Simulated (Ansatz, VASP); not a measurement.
Two plane-wave programs on Y

```
CELL_PARAMETERS angstrom
0.00000 2.51750 2.51750
2.51750 0.00000 2.51750
2.51750 2.51750 0.00000
ATOMIC_POSITIONS crystal
Y 0.00000 0.00000 0.00000
```

Change from the starting cell: volume scaled by 0.96.

Alike in both runs: task single point; functional PBE; k mesh 9 × 9 × 9; occupations fermi-dirac, width 0.05 eV; no spin polarisation.

|  | VASP | Ansatz |
| --- | --- | --- |
| version | VASP 6.6.1 | Ansatz 0.2.0 |
| potentials or method | VASP PAW PBE potentials, release 64 (Y_sv) | Ansatz PAW |
| plane-wave cutoff (eV) | 520 | 420 |
| valence electrons in the cell | 11 | 11 |

Ansatz gave:

```
gap on the k mesh at the Fermi level (eV) : none
pressure (GPa)                            : 0.8
```

Q: What did VASP give for the same quantities?

A: gap on the k mesh at the Fermi level (eV): none; pressure (GPa): 0.6.

A gap of «none» marks a metal or a gap that the smearing closes.
